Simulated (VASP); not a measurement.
# Sb (P2_1/m) in VASP: notebook, part 3 of 3

VASP 6.6.1. Earlier steps stand in the parts before.

## Step 4: Single point, PBE0(alpha)

Input file POSCAR:

```
Sb
1.0
    3.1224020000      0.0000000000      0.0000000000
    0.0000000000      4.3475180000      0.0000000000
   -0.0389150000      0.0000000000      4.4058520000
Sb
2
Direct
    0.0113890000      0.2500000000      0.2411660000
    0.9886110000      0.7500000000      0.7588340000
```

Input file INCAR.step1:

```
ALGO     = Normal         # electronic algorithm
EDIFF    = 1E-5           # SCF threshold, eV
ENCUT    = 520            # plane-wave cutoff, eV
GGA      = PE             # functional
ISIF     = 2              # what is computed and relaxed
ISMEAR   = -1             # smearing method
LASPH    = True           # aspherical terms in the spheres
LCHARG   = False          # write CHGCAR
LREAL    = False          # projectors in reciprocal space
LWAVE    = True           # write WAVECAR
NELM     = 80             # most SCF steps
PREC     = Accurate       # precision mode
SIGMA    = 0.05           # smearing width, eV
```

Input file INCAR.step2:

```
AEXX     = 0.05           # exact-exchange fraction
ALGO     = Normal         # electronic algorithm
EDIFF    = 1E-6           # SCF threshold, eV
ENCUT    = 520            # plane-wave cutoff, eV
GGA      = PE             # functional
HFRCUT   = -1           
ISIF     = 2              # what is computed and relaxed
ISMEAR   = -1             # smearing method
ISTART   = 1            
LASPH    = True           # aspherical terms in the spheres
LCHARG   = False          # write CHGCAR
LHFCALC  = True           # exact exchange
LREAL    = False          # projectors in reciprocal space
LWAVE    = False          # write WAVECAR
NELM     = 80             # most SCF steps
PREC     = Accurate       # precision mode
PRECFOCK = Fast         
SIGMA    = 0.05           # smearing width, eV
```

Input file KPOINTS:

```
k-points
0
Gamma
  5 3 3
```

Potentials or basis: VASP PAW PBE potentials, release 64 (Sb).

Started as:

```
cat potpaw_PBE.64/Sb/POTCAR > POTCAR
cp INCAR.step1 INCAR
mpirun -np 1 vasp_std > vasp.out
cp INCAR.step2 INCAR
mpirun -np 1 vasp_std > vasp.out
```

OUTCAR:

```text
AEXX = 0.05
   EDIFF = 1E-6
   ENCUT = 520
   GGA = PE
   ISIF = 2
   ISMEAR = -1
   ISTART = 1
   LASPH = True
   LHFCALC = True
   LREAL = False
   NELM = 80
   PREC = Accurate
   PRECFOCK = Fast

 ion  position               nearest neighbor table
   1  0.011  0.250  0.241-   2 3.04   2 3.04   2 3.15   2 3.15
   2  0.989  0.750  0.759-   1 3.04   1 3.04   1 3.15   1 3.15

  LATTYP: Found a simple monoclinic cell.
 ALAT       =     3.1224020000
 B/A-ratio  =     1.3923633152
 C/A-ratio  =     1.4111007668
 COS(beta)  =    -0.0088322263

  Lattice vectors:

 A1 = (   3.1224020000,   0.0000000000,   0.0000000000)
 A2 = (   0.0000000000,   4.3475180000,   0.0000000000)
 A3 = (  -0.0389150000,   0.0000000000,   4.4058520000)

Analysis of symmetry for initial positions (statically):
=====================================================================
 Subroutine PRICEL returns:
 Original cell was already a primitive cell.

 Routine SETGRP: Setting up the symmetry group for a
 simple monoclinic supercell.

 Subroutine GETGRP returns: Found  4 space group operations
 (whereof  2 operations were pure point group operations)
 out of a pool of  4 trial point group operations.

The static configuration has the point symmetry S_2 .
 The point group associated with its full space group is C_2h.

Analysis of symmetry for dynamics (positions and initial velocities):
=====================================================================
 Subroutine PRICEL returns:
 Original cell was already a primitive cell.

 Routine SETGRP: Setting up the symmetry group for a
 simple monoclinic supercell.

 Subroutine GETGRP returns: Found  4 space group operations
 (whereof  2 operations were pure point group operations)
 out of a pool of  4 trial point group operations.

The dynamic configuration has the point symmetry S_2 .
 The point group associated with its full space group is C_2h.

 Subroutine INISYM returns: Found  4 space group operations
 (whereof  2 operations are pure point group operations),
 and found     1 'primitive' translations

----------------------------------------------------------------------------------------

                                     Primitive cell

  volume of cell :      59.8081

  direct lattice vectors                    reciprocal lattice vectors
     3.122402000  0.000000000  0.000000000     0.320266257  0.000000000  0.002828774
     0.000000000  4.347518000  0.000000000     0.000000000  0.230016299  0.000000000
    -0.038915000  0.000000000  4.405852000     0.000000000  0.000000000  0.226970856

  length of vectors
     3.122402000  4.347518000  4.406023856     0.320278749  0.230016299  0.226970856

  position of ions in fractional coordinates (direct lattice)
     0.011389000  0.250000000  0.241166000
     0.988611000  0.750000000  0.758834000

  ion indices of the primitive-cell ions
   primitive index   ion index
                 1           1
                 2           2

----------------------------------------------------------------------------------------

 KPOINTS: k-points

[... 41 lines left out ...]
   number of dos      NEDOS =    301   number of ions     NIONS =      2
   total plane-waves  NPLWV =  27648
   dimension x,y,z NGX =    24 NGY =   32 NGZ =   36
   dimension x,y,z NGXF=    48 NGYF=   64 NGZF=   72
   ions per type =               2
   NGX,Y,Z   is equivalent  to a cutoff of  12.78, 12.24, 13.58 a.u.
   NGXF,Y,Z  is equivalent  to a cutoff of  25.56, 24.47, 27.17 a.u.
 SYSTEM =  unknown system
   PREC   = accura    normal or accurate (medium, high low for compatibility)
   ISTART =      1    job   : 0-new  1-cont  2-samecut
   ICHARG =      0    charge: 1-file 2-atom 10-const
   ISPIN  =      1    spin polarized calculation?
   LNONCOLLINEAR =      F non collinear calculations
   LSORBIT =      F    spin-orbit coupling
   LASPH  =      T    aspherical Exc in radial PAW
   ENCUT  =  520.0 eV  38.22 Ry    6.18 a.u.   5.81  8.08  8.19*2*pi/ulx,y,z
   NELM   =     80;   NELMIN=  2; NELMDL=  0     # of ELM steps
   EDIFF  = 0.1E-05   stopping-criterion for ELM
   LREAL  =      F    real-space projection
   EDIFFG = 0.1E-04   stopping-criterion for IOM
   NSW    =      0    number of steps for IOM
   IBRION =     -1    ionic relax: 0-MD 1-quasi-New 2-CG
   NFREE  =      0    steps in history (QN), initial steepest desc. (CG)
   ISIF   =      2    stress and relaxation
   ISYM   =      3    0-nonsym 1-usesym 2-fastsym
   POTIM  = 0.5000    time-step for ionic-motion
   TEBEG  =    0.0;   TEEND  =   0.0 temperature during run
   PSTRESS=    0.0 pullay stress
   NELECT =      10.0000    total number of electrons
   NUPDOWN=      -1.0000    fix difference up-down
   EMIN   =  10.00;   EMAX   =-10.00  energy-range for DOS
   EFERMI =   0.00;   METHOD = LEGACY
   ISMEAR =    -1;   SIGMA  =   0.05  broadening in eV -4-tet -1-fermi 0-gaus
   EFERMI_NEDOS =   21; number of points for ismear=-14 and -15
   IALGO  =     38    algorithm
   IMIX   =      1    mixing-type and parameters
     AMIX     =   0.40;   BMIX     =  1.00
     AMIX_MAG =   1.60;   BMIX_MAG =  1.00
  volume/ion in A,a.u.               =      29.90       201.80
  Fermi-wavevector in a.u.,A,eV,Ry     =   0.901893  1.704330 11.067117  0.813410
  Thomas-Fermi vector in A             =   2.025029
   LORBIT       =      0    0 simple, 1 ext, 2 COOP (PROOUT), +10 PAW based schemes
   GGA     = PE    functional components
   LHFCALC =     T    Hartree Fock is set to
   PRECFOCK=fast      Normal, Fast or Accurate (Low or Medium for compatibility)
   ENCUT4O =  -1.0   cutoff for four orbital integrals eV
   NKREDX  =     1    reduce k-point grid by
   NKREDY  =     1    reduce k-point grid by
   NKREDZ  =     1    reduce k-point grid by
   AEXX    =    0.0500 exact exchange contribution
   HFSCREEN=    0.0000 screening length (either q_TF or 0.3 A-1)
   HFSCREENC=   0.0000 screening length for correlation (either q_TF or 0.3 A-1)
   ENCUTFOCK=  -1.0 apply spherical cutoff to Coloumb kernel
   IVDW    =     0    specifies the selected vdW correction
   LEPSILON=     F    determine dielectric tensor
   LRPA    =     F    only Hartree local field effects (RPA)
 non-spin polarized calculation
  energy-cutoff  :      520.00
  volume of cell :       59.81
 maximum number of plane-waves:      1624
  NGX = 14; NGY = 20; NGZ = 20

 number of electron       9.9999999 magnetization

 Free energy of the ion-electron system (eV)
  ---------------------------------------------------
  ext. energy  EPLUGINS =         0.00000000
  ---------------------------------------------------
  free energy    TOTEN  =        -8.67032075 eV

  energy without entropy =       -8.66390376  energy(sigma->0) =       -8.66711225

 E-fermi :   7.0968     XC(G=0):  -9.2094

 val. band max:        7.0494435651   @ k =   0.4000   0.0000   0.3333
 cond. band min:       7.4753285081   @ k =   0.0000   0.3333   0.0000
 fundamental gap:      0.4258849430
 Fermi energy:         7.0968239431

 k-point     1 :       0.0000    0.0000    0.0000
  band No.  band energies     occupation
      1      -5.6480      2.00000
      2      -0.4647      2.00000
      3       3.3252      2.00000
      4       3.4590      2.00000
      5       9.3417      0.00000
      6      10.3255      0.00000
      7      10.6096      0.00000
      8      10.7354      0.00000
      9      13.9545      0.00000
[... 169 lines left out ...]
 k-point    16 :      -0.2000    0.3333    0.3333
  band No.  band energies     occupation
      1      -3.5494      2.00000
      2      -2.1354      2.00000
      3       2.2065      2.00000
      4       3.8040      2.00000
      5       7.7173      0.00001
      6       8.8172      0.00000
      7      10.1797      0.00000
      8      12.5450      0.00000
      9      13.6705      0.00000

------------------------ aborting loop because EDIFF is reached ----------------------------------------

  FORCE on cell =-STRESS in cart. coord.  units (eV):
  Direction    XX          YY          ZZ          XY          YZ          ZX
  --------------------------------------------------------------------------------------
  -------------------------------------------------------------------------------------
  Total        1.7805696     -0.4762328     -0.4929517      0.0000000      0.0000000      0.0489911
  in kB       47.6990157    -12.7576237    -13.2055011      0.0000000      0.0000000      1.3124051
  external PRESSURE =       7.2452970 kB  Pullay stress =       0.0000000 kB

 VOLUME and BASIS-vectors are now :
 -----------------------------------------------------------------------------
  energy-cutoff  :      520.00
  volume of cell :       59.81
      direct lattice vectors                 reciprocal lattice vectors
     3.122402000  0.000000000  0.000000000     0.320266257  0.000000000  0.002828774
     0.000000000  4.347518000  0.000000000     0.000000000  0.230016299  0.000000000
    -0.038915000  0.000000000  4.405852000     0.000000000  0.000000000  0.226970856

 POSITION                                       TOTAL-FORCE (eV/Angst)
 -----------------------------------------------------------------------------------
      0.02618      1.08688      1.06254        -0.077469     -0.000000     -0.112040
      3.05731      3.26064      3.34331         0.077469      0.000000      0.112040
 -----------------------------------------------------------------------------------
    total drift:                                0.000000      0.000000      0.000000

  FREE ENERGIE OF THE ION-ELECTRON SYSTEM (eV)
  ---------------------------------------------------
  free  energy   TOTEN  =        -8.6703207459 eV

  energy  without entropy=       -8.6639037578  energy(sigma->0) =       -8.66711225
```

It took 32 s on 1 thread of Intel Xeon 6975P-C (Granite Rapids), shared host; peak memory 0.17 GiB.

What came out:

```
Free energy            : -8.6703 eV
Pressure               : 0.7 GPa
Largest force          : 0.136 eV/Å
Band gap on the k mesh : none (metal or under the smearing width)
```

Forces in eV/Å, atoms in the order of the input:
```
Sb  -0.077  0.000 -0.112
Sb   0.077  0.000  0.112
```

Stress tensor (GPa, compression positive):
```
 4.77  0.00  0.13
 0.00 -1.28  0.00
 0.13  0.00 -1.32
```

Levels at points of the mesh, in eV from the Fermi level:
```csv
k point,band 3,band 4,band 5,band 6,band 7,band 8
"(0.00, 0.00, 0.00)",-3.77,-3.64,2.24,3.23,3.51,3.64
```

Caveat: the k mesh is coarse (spacing up to 0.48 Å⁻¹), so the values aren't converged, least of all with exact exchange; the PAW data sets were made with another functional, which shifts forces and pressure a little.

## Step 5: Single point, PBE0(alpha)

POSCAR is that of step 4.

INCAR.step1 is that of step 4.

INCAR.step2: that of step 4 with these lines changed.

```diff
@@ -1,2 +1,2 @@
-AEXX     = 0.05           # exact-exchange fraction
+AEXX     = 0.1            # exact-exchange fraction
 ALGO     = Normal         # electronic algorithm
```

KPOINTS is that of step 4.

Started as:

```
cat potpaw_PBE.64/Sb/POTCAR > POTCAR
cp INCAR.step1 INCAR
mpirun -np 1 vasp_std > vasp.out
cp INCAR.step2 INCAR
mpirun -np 1 vasp_std > vasp.out
```

Run time: 55 s. Hardware: 1 thread of Intel Xeon 6975P-C (Granite Rapids), shared host; peak memory 0.17 GiB.

Results (log left out):

* Free energy: -9.2200 eV
* Pressure: 0.0 GPa
* Largest force: 0.167 eV/Å
* Band gap on the k mesh: none (metal or under the smearing width)

Forces on the atoms (eV/Å):
```
Sb  -0.080  0.000 -0.147
Sb   0.080  0.000  0.147
```

Stress tensor (GPa, compression positive):
```
 4.23  0.00  0.09
 0.00 -2.09  0.00
 0.09  0.00 -2.04
```

Levels at points of the mesh, in eV from the Fermi level:
```
           k point  band 3  band 4  band 5  band 6  band 7  band 8
(0.00, 0.00, 0.00)   -3.94   -3.81    2.39    3.40    3.73    3.85
```

Caveat: the k mesh is coarse (spacing up to 0.48 Å⁻¹), so the values aren't converged, least of all with exact exchange; the PAW data sets were made with another functional, which shifts forces and pressure a little. Spin-orbit coupling is left out, which matters for the levels of Sb.

## Step 6: Single point, PBE0(alpha)

POSCAR is that of step 5.

INCAR.step1 is that of step 5.

INCAR.step2: that of step 5 with these lines changed.

```diff
@@ -1,2 +1,2 @@
-AEXX     = 0.1            # exact-exchange fraction
+AEXX     = 0.15           # exact-exchange fraction
 ALGO     = Normal         # electronic algorithm
```

KPOINTS is that of step 5.

Potentials or basis: VASP PAW PBE potentials, release 64 (Sb).

Started as:

```
cat potpaw_PBE.64/Sb/POTCAR > POTCAR
cp INCAR.step1 INCAR
mpirun -np 1 vasp_std > vasp.out
cp INCAR.step2 INCAR
mpirun -np 1 vasp_std > vasp.out
```

It took 58 s on 1 thread of Intel Xeon 6975P-C (Granite Rapids), shared host; peak memory 0.17 GiB.

The run converged. Its results:

```
Free energy            : -9.7968 eV
Pressure               : -0.8 GPa
Largest force          : 0.202 eV/Å
Band gap on the k mesh : none (metal or under the smearing width)
```

Forces on the atoms (eV/Å):
```
Sb  -0.083  0.000 -0.184
Sb   0.083  0.000  0.184
```

Stress tensor (GPa, compression positive):
```
 3.59  0.00  0.04
 0.00 -3.00  0.00
 0.04  0.00 -2.85
```

Levels at points of the mesh, in eV from the Fermi level:
```tsv
k point	band 1	band 2	band 3	band 4	band 5	band 6	band 7	band 8	band 9
(0.00, 0.00, 0.00)	-13.44	-8.02	-4.14	-4.00	2.52	3.54	3.92	4.05	7.22
```

Caveat: the k mesh is coarse (spacing up to 0.48 Å⁻¹), so the values aren't converged, least of all with exact exchange; the PAW data sets were made with another functional, which shifts forces and pressure a little.

## Step 7: The reference run

An earlier run on the cell as given: functional PBEsol; potentials or basis VASP PAW PBE potentials, release 64 (Sb); cutoff 520 eV; k mesh 9 × 6 × 6; occupations fermi-dirac, width 0.05 eV; no spin polarisation.

- Pressure: -2.1 GPa
- Largest force: 0.054 eV/Å
- Band gap on the k mesh: none (metal or under the smearing width)

## Step 8: Summary

| task | level | k mesh | smearing | share of exact exchange | grid for exact exchange (PRECFOCK) | exchange at q = 0 | ladder | mesh quality | gap on the mesh (eV) | pressure (GPa) | largest force (eV/Å) |
| --- | --- | --- | --- | --- | --- | --- | --- | --- | --- | --- | --- |
| atomic charges | PBE | 9 × 6 × 6 | gaussian 0.02 eV | - | - | - | - | not flagged | none | 0.4 | 0.06 |
| electron localisation function | PBE | 9 × 6 × 6 | gaussian 0.02 eV | - | - | - | - | not flagged | none | 0.4 | 0.06 |
| single point | PBE0(alpha) | 5 × 3 × 3 | fermi-dirac 0.05 eV | 0.05 | Fast | truncated | - | coarse | none | 0.7 | 0.14 |
| single point | PBE0(alpha) | 5 × 3 × 3 | fermi-dirac 0.05 eV | 0.1 | Fast | truncated | - | coarse | none | 0.0 | 0.17 |
| single point | PBE0(alpha) | 5 × 3 × 3 | fermi-dirac 0.05 eV | 0.15 | Fast | truncated | - | coarse | none | -0.8 | 0.20 |
| single point | PBEsol | 9 × 6 × 6 | fermi-dirac 0.05 eV | - | - | - | free | not flagged | none | -2.1 | 0.05 |

Alike in all rows: potentials or basis VASP PAW PBE potentials, release 64 (Sb); no spin polarisation; cell as given; cutoff (eV) 520.

Caveats: some runs use coarse meshes; the PAW data sets were made with another functional, which shifts forces and pressure a little (some runs).

Absolute energies hang on the potentials; compare differences alone.
